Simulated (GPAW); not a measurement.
The system is ZrC.

```
Zr C
1.0
     3.39148    0.00000    0.00000
    -1.69574    2.93710    0.00000
     0.00000    0.00000    5.29005
Zr C
2 2
Direct
  0.66667 0.33333 0.75000
  0.33333 0.66667 0.25000
  0.00000 0.00000 0.50000
  0.00000 0.00000 0.00000
```

The cell comes from a database or a generator and needn't be the stable form of this composition.

* Program: GPAW 26.7.0
* Task: relaxation of cell and atoms
* Functional: PBEsol
* Potentials or basis: PAW data sets generated in the run's folder for this functional
* Cutoff: 800 eV
* Basis: pw
* k mesh: 6 × 6 × 4
* Occupations: fermi-dirac, width 0.05 eV
* Spin: no spin polarisation

At the start: pressure -8.7 GPa; volume 13.17 Å³/atom.

Q: How do energy, volume and symmetry change on relaxing?

A: Over 8 steps the energy falls by 15.0 meV/atom and the volume is 12.66 Å³/atom (-3.9 %); space group P6_3/mmc (No. 194, to 0.05 Å).

Step by step:
```
step  energy change (eV)  largest force (eV/Å)  pressure (GPa)  volume (Å³)
   1              0.0000                0.0000           -8.68        52.69
   2             -0.0199                0.0000           -7.13        52.29
   3             -0.0580                0.0000            0.47        50.52
   4             -0.0583                0.0000            0.13        50.60
   5             -0.0589                0.0000           -0.21        50.67
   6             -0.0596                0.0000           -0.45        50.73
   7             -0.0599                0.0000           -0.31        50.70
   8             -0.0599                0.0000           -0.08        50.65
```

Final structure:
```cif
data_structure
_symmetry_space_group_name_H-M 'P 1'
_symmetry_Int_Tables_number 1
_cell_length_a 3.3321
_cell_length_b 3.3321
_cell_length_c 5.2672
_cell_angle_alpha 90.000
_cell_angle_beta 90.000
_cell_angle_gamma 120.000
_cell_volume 50.65
loop_
_atom_site_label
_atom_site_type_symbol
_atom_site_fract_x
_atom_site_fract_y
_atom_site_fract_z
_atom_site_occupancy
Zr1 Zr 0.66667 0.33333 0.75000 1
Zr2 Zr 0.33333 0.66667 0.25000 1
C1 C 0.00000 0.00000 0.50000 1
C2 C 0.00000 0.00000 0.00000 1
```

Caveat: later steps reuse the first step's grids.
